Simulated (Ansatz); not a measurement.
# CO on Re (Rhenium) (001)

The task, for Re (Rhenium): prepare the clean (001) slab, then find where and how strongly CO adsorbs.

Program: Ansatz 0.2.0. Level of theory: DFT RPBE, scalar-relativistic, plane waves, PAW. These are calculated values, not measurements.

## Step 1: Starting point

It takes space group P6_3/mmc (No. 194, hexagonal). Conventional cell: a = 2.784 Å, b = 2.784 Å, c = 4.501 Å, α = 90.00°, β = 90.00°, γ = 120.00°. Re (site symmetry -6m2) is surrounded by 12 Re at 2.77 to 2.78 Å.

As a file:

```cif
data_structure
_symmetry_space_group_name_H-M 'P6_3/mmc'
_symmetry_Int_Tables_number 194
_cell_length_a 2.7843
_cell_length_b 2.7843
_cell_length_c 4.5009
_cell_angle_alpha 90.000
_cell_angle_beta 90.000
_cell_angle_gamma 120.000
_cell_volume 30.22
loop_
_atom_site_label
_atom_site_type_symbol
_atom_site_symmetry_multiplicity
_atom_site_Wyckoff_symbol
_atom_site_fract_x
_atom_site_fract_y
_atom_site_fract_z
_atom_site_occupancy
Re1 Re 2 c 0.33333 0.66667 0.25000 1
```

This cell was relaxed beforehand with the same method: volume 15.11 Å³/atom, gap on the mesh none (metal).

## Step 2: Cutting the slab

Planes are indexed in the bulk's conventional cell (P6_3/mmc (No. 194)), a = 2.784 Å, b = 2.784 Å, c = 4.501 Å, α = 90.00°, β = 90.00°, γ = 120.00°.

A (001) slab, 4.5 Å thick as cut, with 17 Å of vacuum, in a 2×2 surface cell; its outer planes are Re (top) and Re (bottom).

The slab as cut. Its planes from the bottom up:

| plane | atoms per cell | height over the lowest (Å) |
| --- | --- | --- |
| 1 | Re4 | 0.00 |
| 2 | Re4 | 2.25 |
| 3 | Re4 | 4.50 |

## Step 3: The clean surface, relaxed

Input file input.yaml:

```yaml
crystal:
  lattice:
    - [5.5686569761, 0.0, 0.0]
    - [-2.7843284881, 4.8225984063, 0.0]
    - [0.0, 0.0, 21.5009210468]
  atoms:
    - { symbol: Re, position: [0.1666666667, 0.3333333333, 0.3953319014] }
    - { symbol: Re, position: [0.1666666667, 0.8333333333, 0.3953319014] }
    - { symbol: Re, position: [0.6666666667, 0.3333333333, 0.3953319014] }
    - { symbol: Re, position: [0.6666666667, 0.8333333333, 0.3953319014] }
    - { symbol: Re, position: [0.3333333333, 0.1666666667, 0.5] }
    - { symbol: Re, position: [0.3333333333, 0.6666666667, 0.5] }
    - { symbol: Re, position: [0.8333333333, 0.1666666667, 0.5] }
    - { symbol: Re, position: [0.8333333333, 0.6666666667, 0.5] }
    - { symbol: Re, position: [0.1666666667, 0.3333333333, 0.6046680986] }
    - { symbol: Re, position: [0.1666666667, 0.8333333333, 0.6046680986] }
    - { symbol: Re, position: [0.6666666667, 0.3333333333, 0.6046680986] }
    - { symbol: Re, position: [0.6666666667, 0.8333333333, 0.6046680986] }
basis:
  ecutwfc: 420
kpoints:
  mp_grid: { grid: [6, 6, 1] }
hamiltonian:
  xc: rpbe
scf:
  occupations: { method: gaussian, width: 0.1 }
output:
  forces: true
  eigenvalues: true
  write_density: true
  write_potential: true
  elf: true
  volumetric_format: npy
relax:
  adjacent_minimum: "off"
  f_tol: 0.03
  max_steps: 70
  constraints: [{ sites: [0, 1, 2, 3] }]
efield:
  axis: 3
  dipole_correction: true
```

Command:

```bash
$ ansatz run input.yaml --threads 2 --pin off --max-ram 5120MiB --backend cpu --events-out ev --progress --plain --runs-dir out
```

The session goes on with these runs: start: CO, top (Re); CO at the hollow (nearest Re) site; CO put at a bridge (Re-Re) site; start: CO, hollow over Re.

Q: Predict the outcome of this session. Wanted: clean slab: work function; CO: lowest end.

**Answer**, as computed:

| quantity | value |
| --- | --- |
| clean slab: work function | 4.95 eV |
| CO: lowest end | from the top (Re) start, 1 bonded, 1.97 Å high |

It raises the work function by 0.58 eV, as a dipole layer with its negative end outwards does. A start on a symmetric site keeps its symmetry, so an end may be a saddle point and not a minimum. Spin-orbit coupling is left out for Re. The final runs have no spin polarisation, so no magnetic state was tried and one may lie lower.
